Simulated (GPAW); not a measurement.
Runs of GPAW 26.7.0 on PbF2 (Fluorocronite). Symmetry: Fm-3m, No. 225, cubic system. The conventional cell has a = 5.927 Å, b = 5.927 Å, c = 5.927 Å, α = 90.00°, β = 90.00°, γ = 90.00°. Pb (site symmetry m-3m) is surrounded by 8 F at 2.57 Å. Around F (site symmetry -43m) lie 4 Pb at 2.57 Å. 

```csv
task,level,potentials or basis,k mesh,band path,band points,gap on the mesh (eV),pressure (GPa),V0 of scaled cells (Å³/atom),B0 (GPa)
single point,PBE,"GPAW PAW data sets (gpaw-data 1.2.1), pw",8 × 8 × 8,-,-,4.35,1.3,-,-
band structure,LDA,"PAW data sets generated in the run's folder for this functional, pw",6 × 6 × 6,"GXWKGLUWLK,UX",60,(a),-5.9,-,-
equation of state,PBE,"GPAW PAW data sets (gpaw-data 1.2.1), pw",8 × 8 × 8,-,-,-,-,(c),66
band structure,PBE,"PAW data sets generated in the run's folder for this functional, pw",6 × 6 × 6,"GXWKGLUWLK,UX",100,4.37,1.3,-,-
equation of state,BP86,"PAW data sets generated in the run's folder for this functional, pw",6 × 6 × 6,-,-,-,-,17.84,(b)
equation of state,PW91+D3(BJ),"PAW data sets generated in the run's folder for this functional, pw",6 × 6 × 6,-,-,-,-,17.60,71
```

Alike in all rows: no spin polarisation; cell as given; cutoff (eV) 800; smearing fermi-dirac 0.05 eV.

Question: Fill in the values left out.

Answer: (a) 4.21; (b) 69; (c) 17.98.

Caveats: spin-orbit coupling is left out, which as a rule narrows the gap of such compounds by several tenths of an eV (some runs).

A k mesh can miss the band edges, and the runs leave out spin-orbit coupling on Pb.

Not every run made on this cell is shown here.
